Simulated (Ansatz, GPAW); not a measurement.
# Geometry or basis: what sets the conductance of a Ag chain with CO on top of one atom

How well does a Ag chain with CO on top of one atom conduct once its atoms have relaxed, and how much do cheaper levels lose?

Method: Ansatz plane waves; relaxation of the junction with the lead ends held, in the first sound run; inputs show where later runs differ, in GPAW 26.7.0 and Ansatz 0.2.0.

Most raw output is cut from this account.

### 1. Starting point

The cell holds 17 atoms: 15 Ag, 1 C and 1 O. Cell: a = 9.000 Å, b = 9.000 Å, c = 39.900 Å, α = 90.0°, β = 90.0°, γ = 90.0°. Regions: left lead, 7 atoms (7 Ag); channel, 3 atoms (1 Ag, 1 C and 1 O); right lead, 7 atoms (7 Ag). Vacuum lies along a and b. The structure is stacked along c, and the current runs across the ab planes.

### 2. Relaxation

Transmission follows bond lengths closely, so the atoms between the held lead ends are relaxed first, from a slightly shaken start that lets symmetry break.

File input.yaml:

```yaml
crystal:
  lattice:
    - [9.0, 0.0, 0.0]
    - [0.0, 9.0, 0.0]
    - [0.0, 0.0, 39.9]
  atoms:
    - { symbol: Ag, position: [0.5, 0.5, 0.0333333333] }
    - { symbol: Ag, position: [0.5, 0.5, 0.1] }
    - { symbol: Ag, position: [0.5, 0.5, 0.1666666667] }
    - { symbol: Ag, position: [0.5, 0.5, 0.2333333333] }
    - { symbol: Ag, position: [0.5, 0.5, 0.3] }
    - { symbol: Ag, position: [0.5036708748, 0.5011281043, 0.366260673] }
    - { symbol: Ag, position: [0.4957991938, 0.4936845958, 0.4333473471] }
    - { symbol: Ag, position: [0.4972981097, 0.4970928135, 0.4998331056] }
    - { symbol: C, position: [0.7014049579, 0.4924107239, 0.5006955989] }
    - { symbol: O, position: [0.823710515, 0.506198747, 0.5004440362] }
    - { symbol: Ag, position: [0.4984271849, 0.5044766551, 0.5666822956] }
    - { symbol: Ag, position: [0.5023030699, 0.5003574236, 0.634157793] }
    - { symbol: Ag, position: [0.5, 0.5, 0.7] }
    - { symbol: Ag, position: [0.5, 0.5, 0.7666666667] }
    - { symbol: Ag, position: [0.5, 0.5, 0.8333333333] }
    - { symbol: Ag, position: [0.5, 0.5, 0.9] }
    - { symbol: Ag, position: [0.5, 0.5, 0.9666666667] }
kpoints:
  mp_grid: { grid: [1, 1, 2] }
hamiltonian:
  xc: pbe
scf:
  occupations: { method: fermi_dirac, width: 0.1 }
relax:
  f_tol: 0.03
  max_steps: 80
  constraints: [{ sites: [0, 1, 2, 3, 4, 12, 13, 14, 15, 16] }]
```

The run is started by

```sh
$ ansatz run input.yaml --threads 4 --pin off --max-ram 8192MiB --backend cpu --events-out ev --progress --plain --runs-dir out
```

Elapsed: 3.1 min, on 4 threads of Intel Xeon Platinum 8488C (Sapphire Rapids), shared host; peak memory 4.8 GiB; 12 min of CPU time.

This run has no spin polarisation although its electron count is odd.

Relaxation path:

| step | energy less that of the first step (eV) | largest force component (eV/Å) |
| --- | --- | --- |
| 1 | 0.0000 | 4.5830 |
| 2 | -0.3933 | 1.9470 |
| 3 | -0.6078 | 1.4774 |
| 4 | -0.7469 | 0.7616 |
| 5 | -0.8640 | 0.9114 |
| 6 | -0.9250 | 0.3130 |
| 7 | -0.9566 | 0.2118 |
| 8 | -0.9633 | 0.0249 |
| 9 | -0.9633 | 0.0248 |
| 10 | -0.9650 | 0.1392 |
| 11 | -0.9663 | 0.1331 |
| 12 | -0.9671 | 0.1004 |
| 13 | -0.9673 | 0.0831 |
| 14 | -0.9674 | 0.0292 |
| 15 | -0.9674 | 0.0290 |

The atoms that moved most (Å):

| atom | dx | dy | dz | length |
| --- | --- | --- | --- | --- |
| C9 | 1.246 | -0.472 | 0.029 | 1.333 |
| O10 | 1.032 | 0.123 | 0.079 | 1.043 |
| Ag8 | 0.891 | -0.352 | -0.002 | 0.958 |
| Ag7 | -0.194 | 0.165 | 0.167 | 0.304 |
| Ag11 | -0.211 | 0.059 | -0.172 | 0.279 |
| Ag12 | 0.145 | -0.094 | -0.148 | 0.228 |
| Ag6 | 0.143 | -0.104 | 0.129 | 0.219 |

Numbers from this step:

| Property | Result |
| --- | --- |
| free energy | -114654.9129 eV |
| smearing term TS | 0.1963 eV |
| symmetry operations | 1 |

The relaxation lowered the energy of the cell by 0.967 eV.

### 3. Plane-wave reference (PBE)

A plane-wave run comes first: its basis does not favour the atoms, so it serves as the reference for the orbital bases.

This step: Ansatz plane waves; Landauer transmission by layers, zero bias (Ansatz 0.2.0).

File input.yaml:

```yaml
crystal:
  lattice:
    - [9.0, 0.0, 0.0]
    - [0.0, 9.0, 0.0]
    - [0.0, 0.0, 39.9]
  atoms:
    - { symbol: Ag, position: [0.5, 0.5, 0.0333333333] }
    - { symbol: Ag, position: [0.5, 0.5, 0.1] }
    - { symbol: Ag, position: [0.5, 0.5, 0.1666666667] }
    - { symbol: Ag, position: [0.5, 0.5, 0.2333333333] }
    - { symbol: Ag, position: [0.5, 0.5, 0.3] }
    - { symbol: Ag, position: [0.5195134139, 0.4895564064, 0.3694899845] }
    - { symbol: Ag, position: [0.4742407353, 0.5119748696, 0.437527665] }
    - { symbol: Ag, position: [0.5963308612, 0.4579712537, 0.4997728176] }
    - { symbol: C, position: [0.8398692462, 0.4399182449, 0.5014302566] }
    - { symbol: O, position: [0.9383889724, 0.5199198493, 0.5024357725] }
    - { symbol: Ag, position: [0.474931275, 0.5110214576, 0.5623716989] }
    - { symbol: Ag, position: [0.5184679016, 0.4899556032, 0.6304367005] }
    - { symbol: Ag, position: [0.5, 0.5, 0.7] }
    - { symbol: Ag, position: [0.5, 0.5, 0.7666666667] }
    - { symbol: Ag, position: [0.5, 0.5, 0.8333333333] }
    - { symbol: Ag, position: [0.5, 0.5, 0.9] }
    - { symbol: Ag, position: [0.5, 0.5, 0.9666666667] }
kpoints:
  mp_grid: { grid: [1, 1, 2] }
hamiltonian:
  xc: pbe
scf:
  occupations: { method: fermi_dirac, width: 0.1 }
output:
  transmission:
    leads: [[0, 1]]
    e_range: [-2, 2]
    de: 0.025
    kmesh: [1, 1]
    reduced_basis: true
  write_potential: true
  write_density: true
  volumetric_format: npy
```

The job ended after 1.8 min (4 threads; peak memory 5 GiB).

Numbers from this step:

- free energy: -114654.9130 eV
- lead level: 0 eV from the Fermi level
- transmission at the Fermi level (one spin): 0.9674
- open channels of the lead at the Fermi level (one spin): 1
- step of the potential along the lead: 2.1 meV
- offset of the lead: 0 Å
- filling of the lead less its bulk value, in size: 11.8 meV
- conductance: 0.9669 G₀

One spin. The transmission, zone mean by energy, zero at the Fermi level:

| energy (eV) | transmission, zone mean |
| --- | --- |
| -2.000 | 0.0174 |
| -1.900 | 5.7e-4 |
| -1.800 | 1.1e-4 |
| -1.700 | 0 |
| -1.600 | 0 |
| -1.500 | 0 |
| -1.400 | 0 |
| -1.300 | 0 |
| -1.200 | 0 |
| -1.100 | 0.0387 |
| -1.000 | 0.823 |
| -0.925 | 0.928 |
| -0.900 | 0.928 |
| -0.800 | 0.893 |
| -0.700 | 0.856 |
| -0.600 | 0.843 |
| -0.500 | 0.854 |
| -0.400 | 0.880 |
| -0.300 | 0.909 |
| -0.200 | 0.935 |
| -0.100 | 0.954 |
| 0.000 | 0.967 |
| 0.100 | 0.976 |
| 0.200 | 0.981 |
| 0.300 | 0.985 |
| 0.400 | 0.987 |
| 0.500 | 0.988 |
| 0.600 | 0.989 |
| 0.700 | 0.989 |
| 0.800 | 0.988 |
| 0.900 | 0.987 |
| 1.000 | 0.986 |
| 1.100 | 0.985 |
| 1.200 | 0.985 |
| 1.300 | 0.985 |
| 1.400 | 0.987 |
| 1.500 | 0.991 |
| 1.600 | 0.996 |
| 1.700 | 1.000 |
| 1.800 | 0.991 |
| 1.900 | 0.918 |
| 2.000 | 0.680 |

One spin. Table of open channels, zone mean by energy, zero at the Fermi level:

| energy (eV) | open channels, zone mean |
| --- | --- |
| -2.000 | 3 |
| -1.900 | 1 |
| -1.800 | 1 |
| -1.700 | 0 |
| -1.600 | 0 |
| -1.500 | 0 |
| -1.400 | 0 |
| -1.300 | 0 |
| -1.200 | 0 |
| -1.100 | 1 |
| -1.000 | 1 |
| -0.900 | 1 |
| -0.800 | 1 |
| -0.700 | 1 |
| -0.600 | 1 |
| -0.500 | 1 |
| -0.400 | 1 |
| -0.300 | 1 |
| -0.200 | 1 |
| -0.100 | 1 |
| 0.000 | 1 |
| 0.100 | 1 |
| 0.200 | 1 |
| 0.300 | 1 |
| 0.400 | 1 |
| 0.500 | 1 |
| 0.600 | 1 |
| 0.700 | 1 |
| 0.800 | 1 |
| 0.900 | 1 |
| 1.000 | 1 |
| 1.100 | 1 |
| 1.200 | 1 |
| 1.300 | 1 |
| 1.400 | 1 |
| 1.500 | 1 |
| 1.600 | 1 |
| 1.700 | 1 |
| 1.800 | 1 |
| 1.900 | 1 |
| 2.000 | 1 |

Crystal 0, spin -, k parallel (0, 0); distinct values, listed up to 1.5 1/Å. Im kz of the slowest decaying states against energy, zero at the Fermi level:

| energy (eV) | decay 1 (Å⁻¹) | decay 2 (Å⁻¹) | decay 3 (Å⁻¹) | decay 4 (Å⁻¹) |
| --- | --- | --- | --- | --- |
| -2.0000 | 0.584 | 0.774 | 1.34 | 1.35 |
| -1.7500 | 0.0474 | 0.220 | 0.220 | 0.493 |
| -1.5000 | 0.251 | 0.313 | 0.313 | 0.383 |
| -1.2500 | 0.230 | 0.352 | 0.373 | 1.04 |
| -1.0000 | 0.416 | 0.431 | 1.09 | 1.09 |
| -0.7500 | 0.448 | 0.448 | 0.496 | 1.14 |
| -0.5000 | 0.472 | 0.553 | 1.17 | 1.18 |
| -0.2500 | 0.489 | 0.603 | 1.15 | 1.19 |
| 0.0000 | 0.500 | 0.646 | 1.12 | 1.17 |
| 0.2500 | 0.506 | 0.684 | 1.08 | 1.15 |
| 0.5000 | 0.507 | 0.718 | 1.05 | 1.12 |
| 0.7500 | 0.503 | 0.749 | 1.02 | 1.10 |
| 1.0000 | 0.494 | 0.776 | 0.986 | 1.08 |
| 1.2500 | 0.481 | 0.481 | 0.800 | 0.951 |
| 1.5000 | 0.463 | 0.821 | 0.914 | 1.03 |
| 1.7500 | 0.438 | 0.841 | 0.876 | 1.01 |
| 2.0000 | 0.407 | 0.836 | 0.858 | 0.978 |

Crystal 0, spin -, k parallel (0, 0). The Re kz of states that move upwards by energy, zero at the Fermi level:

| energy (eV) | channel 1 (Å⁻¹) | channel 2 (Å⁻¹) | channel 3 (Å⁻¹) |
| --- | --- | --- | --- |
| -2.000 | -0.105 | -0.105 | 0.940 |
| -1.800 | 1.08 | - | - |
| -1.600 | - | - | - |
| -1.400 | - | - | - |
| -1.200 | - | - | - |
| -1.000 | 0.194 | - | - |
| -0.800 | 0.327 | - | - |
| -0.600 | 0.416 | - | - |
| -0.400 | 0.485 | - | - |
| -0.200 | 0.543 | - | - |
| 0.000 | 0.593 | - | - |
| 0.200 | 0.638 | - | - |
| 0.400 | 0.678 | - | - |
| 0.600 | 0.714 | - | - |
| 0.800 | 0.748 | - | - |
| 1.000 | 0.780 | - | - |
| 1.200 | 0.809 | - | - |
| 1.400 | 0.838 | - | - |
| 1.600 | 0.865 | - | - |
| 1.800 | 0.891 | - | - |
| 2.000 | 0.916 | - | - |

The electrostatic potential energy of an electron (with the applied field's), less the Fermi level, planar mean oscillates, so the rows of the table below give means over windows of 2.66 Å about each position, cut where the curve ends. Its maxima inside the range that stand out by 2 % of the span (Å: eV): 2.7: 4.83, 5.3: 4.83, 8.0: 4.82, 10.6: 4.81, 13.3: 4.78, 16.1: 4.69, 18.6: 4.39, 21.3: 4.38, 23.8: 4.69, 26.6: 4.78, 29.3: 4.81, 31.9: 4.82, 34.6: 4.83, 37.2: 4.83. Its first 14 minima: 1.3: 3.55, 4.0: 3.54, 6.7: 3.54, 9.3: 3.53, 12.0: 3.50, 14.8: 3.42, 17.4: 3.32, 19.9: 1.25, 22.5: 3.32, 25.1: 3.42, 27.9: 3.50, 30.6: 3.53, 33.2: 3.54, 35.9: 3.54.

The electrostatic potential energy of an electron (with the applied field's), less the Fermi level, planar mean by z; means over each step:

| z (Å) | electrostatic potential energy of an electron (with the applied field's), less the Fermi level, planar mean (eV) |
| --- | --- |
| 1.33 | 4.21 |
| 3.99 | 4.21 |
| 6.65 | 4.21 |
| 9.31 | 4.20 |
| 11.97 | 4.17 |
| 14.63 | 4.10 |
| 17.29 | 3.99 |
| 19.95 | 3.10 |
| 22.61 | 3.98 |
| 25.27 | 4.10 |
| 27.93 | 4.17 |
| 30.59 | 4.20 |
| 33.25 | 4.21 |
| 35.91 | 4.21 |
| 38.57 | 4.18 |

The valence density, planar mean oscillates, so the rows of the table below give means over windows of 2.66 Å about each position, cut where the curve ends. Its first 14 maxima inside the range that stand out by 2 % of the span (Å: e/Å³): 1.3: 0.235, 4.0: 0.235, 6.7: 0.235, 9.3: 0.235, 12.0: 0.235, 14.8: 0.234, 17.4: 0.235, 19.9: 0.353, 22.5: 0.235, 25.1: 0.234, 27.9: 0.235, 30.6: 0.235, 33.2: 0.235, 35.9: 0.235. Its minima: 2.7: 0.0112, 5.3: 0.0112, 8.0: 0.0112, 10.6: 0.0113, 13.3: 0.00977, 16.1: 0.0105, 18.6: 0.0160, 21.3: 0.0172, 23.8: 0.0105, 26.6: 0.00973, 29.3: 0.0113, 31.9: 0.0112, 34.6: 0.0112, 37.2: 0.0112.

The valence density, planar mean by z; means over each step:

z (Å), valence density, planar mean (e/Å³) and a bar from the least value:
```
     1.33      0.088 
     3.99      0.088 
     6.65      0.088 
     9.31      0.088 
    11.97      0.088 
    14.63      0.088 
    17.29      0.089 #
    19.95      0.135 ##############################
    22.61      0.089 #
    25.27      0.088 
    27.93      0.088 
    30.59      0.088 
    33.25      0.088 
    35.91      0.088 
    38.57      0.093 ###
```

T at the Fermi level is 0.967 of 1 open channels a spin.

### 4. Double-zeta polarised basis

Localised orbitals split the wire into layers that couple to their neighbours alone, which is what the Green's function method needs; double zeta with polarisation is the usual level for numbers.

This step: GPAW LCAO, PAW setups; Landauer transmission from Green's functions with principal layers (ASE), zero bias (GPAW 26.7.0).

File run.py:

```python
import json
import numpy as np
from ase import Atoms
from ase.transport.calculators import TransportCalculator
from gpaw import GPAW, FermiDirac
from gpaw.lcao.tools import get_lcao_hamiltonian
from scipy.linalg import eigh

# The junction with lead layers at both ends, along the third cell vector
device = Atoms(
    ['Ag', 'Ag', 'Ag', 'Ag', 'Ag', 'Ag', 'Ag', 'Ag', 'C', 'O', 'Ag', 'Ag', 'Ag', 'Ag', 'Ag', 'Ag', 'Ag'],
    positions=[
        [4.50000, 4.50000, 1.33000],
        [4.50000, 4.50000, 3.99000],
        [4.50000, 4.50000, 6.65000],
        [4.50000, 4.50000, 9.31000],
        [4.50000, 4.50000, 11.97000],
        [4.67562, 4.40601, 14.74265],
        [4.26817, 4.60777, 17.45735],
        [5.36698, 4.12174, 19.94094],
        [7.55882, 3.95926, 20.00707],
        [8.44550, 4.67928, 20.04719],
        [4.27438, 4.59919, 22.43863],
        [4.66621, 4.40960, 25.15442],
        [4.50000, 4.50000, 27.93000],
        [4.50000, 4.50000, 30.59000],
        [4.50000, 4.50000, 33.25000],
        [4.50000, 4.50000, 35.91000],
        [4.50000, 4.50000, 38.57000]],
    cell=[[9.0, 0.0, 0.0], [0.0, 9.0, 0.0], [0.0, 0.0, 39.9]],
    pbc=True)

# One principal layer of the lead: the first 4 atoms of the device
lead = Atoms(
    ['Ag', 'Ag', 'Ag', 'Ag'],
    positions=[
        [4.50000, 4.50000, 1.33000],
        [4.50000, 4.50000, 3.99000],
        [4.50000, 4.50000, 6.65000],
        [4.50000, 4.50000, 9.31000]],
    cell=[[9.0, 0.0, 0.0], [0.0, 9.0, 0.0], [0.0, 0.0, 10.64]],
    pbc=True)

settings = dict(mode='lcao', basis='dzp', xc='PBE', h=0.18,
                occupations=FermiDirac(0.1), maxiter=250,
                mixer=dict(beta=0.1, nmaxold=8, weight=100.0),
                convergence=dict(density=0.0001))
energies = np.arange(-2, 2 + 1e-9, 0.025)
eta = 0.0001
n1, n2 = 1, 1
# k and -k transmit alike, so half of the mesh across the current serves
mesh = [(i, j) for i in range(n1) for j in range(n2) if (i, j) <= (-i % n1, -j % n2)]
weights = np.array([1 if (i, j) == (-i % n1, -j % n2) else 2 for i, j in mesh]) / (n1 * n2)

# [... helper functions left out ...]
fermi_lead = ground_state(lead, (1, 1, 11), 'lead.txt')
fermi_device = ground_state(device, (1, 1, 2), 'device.txt')
# [... loop over the mesh left out, but for ...]
        # Shift the lead onto the potential of the device's first layer
        shift = ((H[:, 0, 0] - H0[:, 0, 0]) / S0[0, 0]).real.mean()
# [...]
kT = 8.617333e-5 * 300
bias = [0.1, 0.2, 0.5, 1.0, 1.5, 2.0]
# [... integrals and printing left out ...]
```

The run is started by

```sh
$ OMP_NUM_THREADS=1 OPENBLAS_NUM_THREADS=1 python run.py
```

The job ended after 4.1 min (1 thread; peak memory 2.2 GiB).

This step gave:

```yaml
conductance: 0.9679 G₀
largest_coupling_past_the_next_principal_layer: 3.56e-5 eV
largest_misfit_of_the_first_principal_layer: 0.01088 eV
shift_that_aligns_the_lead: -0.003173 eV
basis_functions_of_the_junction: 431
basis_functions_of_a_principal_layer: 108
transmission_at_the_fermi_level_one_spin: 0.9684
```

One spin. Transmission, zone mean against energy, zero at the Fermi level:

| energy (eV) | transmission, zone mean |
| --- | --- |
| -2.000 | 0.180 |
| -1.900 | 0.0422 |
| -1.800 | 0.00542 |
| -1.700 | 2.7e-4 |
| -1.600 | 2.3e-8 |
| -1.500 | 2.3e-8 |
| -1.400 | 2.3e-8 |
| -1.300 | 2.4e-8 |
| -1.200 | 2.4e-8 |
| -1.100 | 8.8e-9 |
| -1.075 | 0.339 |
| -1.000 | 0.821 |
| -0.925 | 0.948 |
| -0.900 | 0.947 |
| -0.800 | 0.907 |
| -0.700 | 0.866 |
| -0.600 | 0.852 |
| -0.500 | 0.862 |
| -0.400 | 0.886 |
| -0.300 | 0.914 |
| -0.200 | 0.939 |
| -0.100 | 0.957 |
| 0.000 | 0.968 |
| 0.100 | 0.976 |
| 0.200 | 0.981 |
| 0.300 | 0.984 |
| 0.400 | 0.986 |
| 0.500 | 0.987 |
| 0.600 | 0.987 |
| 0.700 | 0.987 |
| 0.800 | 0.987 |
| 0.900 | 0.986 |
| 1.000 | 0.985 |
| 1.100 | 0.984 |
| 1.200 | 0.984 |
| 1.300 | 0.985 |
| 1.400 | 0.987 |
| 1.500 | 0.991 |
| 1.600 | 0.996 |
| 1.675 | 0.998 |
| 1.700 | 0.998 |
| 1.800 | 0.979 |
| 1.900 | 0.862 |
| 2.000 | 0.618 |

Not self-consistent under bias; the bias window is split evenly. The current through one cell, from the zero-bias transmission by bias:

| bias (V) | current through one cell, from the zero-bias transmission (μA) |
| --- | --- |
| 0.100 | 7.50 |
| 0.200 | 15.0 |
| 0.500 | 37.3 |
| 1.000 | 73.7 |
| 1.500 | 110 |
| 2.000 | 146 |

Transmission of the three most open eigenchannels against energy, zero at the Fermi level:

| energy (eV) | channel 1 | channel 2 | channel 3 |
| --- | --- | --- | --- |
| -2.000 | 0.111 | 0.0657 | 0.00329 |
| -1.800 | 0.00302 | 0.00233 | 6.3e-5 |
| -1.600 | 2.3e-8 | 8.2e-11 | 0 |
| -1.400 | 2.3e-8 | 0 | 0 |
| -1.200 | 2.4e-8 | 0 | 0 |
| -1.000 | 0.821 | 3.6e-10 | 4.5e-12 |
| -0.800 | 0.907 | 1.7e-8 | 0 |
| -0.600 | 0.852 | 1.9e-8 | 0 |
| -0.400 | 0.886 | 2.0e-8 | 0 |
| -0.200 | 0.939 | 2.1e-8 | 0 |
| 0.000 | 0.968 | 2.1e-8 | 0 |
| 0.200 | 0.981 | 2.1e-8 | 0 |
| 0.400 | 0.986 | 2.1e-8 | 0 |
| 0.600 | 0.987 | 2.1e-8 | 0 |
| 0.800 | 0.987 | 2.1e-8 | 0 |
| 1.000 | 0.985 | 2.1e-8 | 0 |
| 1.200 | 0.984 | 2.1e-8 | 0 |
| 1.400 | 0.987 | 2.1e-8 | 0 |
| 1.600 | 0.996 | 2.1e-8 | 0 |
| 1.800 | 0.979 | 2.0e-8 | 0 |
| 2.000 | 0.618 | 1.9e-8 | 0 |

At the Fermi level T is 0.968 against 0.967 in plane waves. Couplings past the next layer reach 3.6e-5 eV, small enough to drop; the matrix elements of the cell's first layer differ from the bulk lead's by up to 0.011 eV. That layer keeps its own values in the calculation, and only beyond it is the lead taken as perfect. The Fermi levels of lead and junction count from different zeros of potential, one for each periodic cell; with both set to zero, the small remaining shift is what aligns them. By hand: G = 0.9679 × 77.48 μS = 75.0 μS, a resistance of 13.3 kΩ; at 0.1 V a linear junction would pass 7.50 μA, and the integral over the bias window gives 7.50 μA.

### 5. GPAW, szp: basis = "szp(dzp)"

The second zeta is dropped, the polarisation orbitals stay.

Changes to run.py since step 4:

```diff
@@ -43,3 +43,3 @@
 
-settings = dict(mode='lcao', basis='dzp', xc='PBE', h=0.18,
+settings = dict(mode='lcao', basis='szp(dzp)', xc='PBE', h=0.18,
                 occupations=FermiDirac(0.1), maxiter=250,
```

It took 2.7 min on 1 thread; peak memory 2.1 GiB.

Numbers from this step:

| Property | Result |
| --- | --- |
| conductance | 0.9804 G₀ |
| largest misfit of the first principal layer | 0.01012 eV |
| shift that aligns the lead | 2.12e-4 eV |
| basis functions of the junction | 243 |
| basis functions of a principal layer | 60 |
| transmission at the Fermi level (one spin) | 0.9808 |

One spin. The transmission, zone mean by energy, zero at the Fermi level:

| energy (eV) | transmission, zone mean |
| --- | --- |
| -2.000 | 0.132 |
| -1.900 | 0.0396 |
| -1.800 | 0.00840 |
| -1.700 | 3.2e-4 |
| -1.600 | 6.2e-5 |
| -1.500 | 8.6e-9 |
| -1.400 | 8.7e-9 |
| -1.300 | 8.8e-9 |
| -1.200 | 8.9e-9 |
| -1.100 | 3.9e-9 |
| -1.000 | 0.969 |
| -0.900 | 0.987 |
| -0.850 | 0.993 |
| -0.800 | 0.986 |
| -0.700 | 0.946 |
| -0.600 | 0.918 |
| -0.500 | 0.914 |
| -0.400 | 0.925 |
| -0.300 | 0.943 |
| -0.200 | 0.960 |
| -0.100 | 0.973 |
| 0.000 | 0.981 |
| 0.100 | 0.986 |
| 0.200 | 0.989 |
| 0.300 | 0.991 |
| 0.400 | 0.992 |
| 0.500 | 0.993 |
| 0.600 | 0.993 |
| 0.700 | 0.993 |
| 0.800 | 0.992 |
| 0.900 | 0.991 |
| 1.000 | 0.990 |
| 1.100 | 0.989 |
| 1.200 | 0.988 |
| 1.300 | 0.989 |
| 1.400 | 0.992 |
| 1.500 | 0.996 |
| 1.600 | 0.989 |
| 1.700 | 0.981 |
| 1.800 | 0.987 |
| 1.900 | 0.992 |
| 2.000 | 0.995 |

The conductance, 0.980 G₀, lies 1.3 % above that of the dzp run.

### 6. Minimal basis

One function for each valence shell of the setup, as for a first survey of a large system.

Changes to run.py since step 5:

```diff
@@ -43,3 +43,3 @@
 
-settings = dict(mode='lcao', basis='szp(dzp)', xc='PBE', h=0.18,
+settings = dict(mode='lcao', basis='sz(dzp)', xc='PBE', h=0.18,
                 occupations=FermiDirac(0.1), maxiter=250,
```

The job ended after 2.3 min (1 thread; peak memory 2 GiB).

This step gave:

```yaml
conductance: 0.9837 G₀
largest_coupling_past_the_next_principal_layer: 3.59e-5 eV
largest_misfit_of_the_first_principal_layer: 0.006523 eV
shift_that_aligns_the_lead: -0.001015 eV
basis_functions_of_the_junction: 188
basis_functions_of_a_principal_layer: 48
transmission_at_the_fermi_level_one_spin: 0.9840
```

The conductance, 0.984 G₀, lies 1.6 % above that of the dzp run.

### 7. RPBE in the dzp basis: xc = "RPBE"

Back in the dzp basis, the functional changes from PBE to RPBE, to set the spread between functionals beside that between bases.

Changes to run.py since step 6:

```diff
@@ -43,3 +43,3 @@
 
-settings = dict(mode='lcao', basis='sz(dzp)', xc='PBE', h=0.18,
+settings = dict(mode='lcao', basis='dzp', xc='RPBE', h=0.18,
                 occupations=FermiDirac(0.1), maxiter=250,
```

Elapsed: 4.1 min, on 1 thread; peak memory 2.2 GiB.

This step gave:

```
conductance                                    : 0.9691 G₀
largest coupling past the next principal layer : 3.60e-5 eV
largest misfit of the first principal layer    : 0.01314 eV
shift that aligns the lead                     : -4.04e-4 eV
basis functions of the junction                : 431
basis functions of a principal layer           : 108
transmission at the Fermi level (one spin)     : 0.9695
```

The conductance equals that of the dzp run to 0.2 %.

(Part 1 of 2 ends here.)

[Logs are printed without paths, hosts, clocks, repeated set-up lines and the standing remarks that a program may print on its own settings, such as how far it seeks lower states.]

[Hosts, paths, dates, database ids (printed as entryN), source tags and the programs' standing remarks are cut or masked in the printed files.]
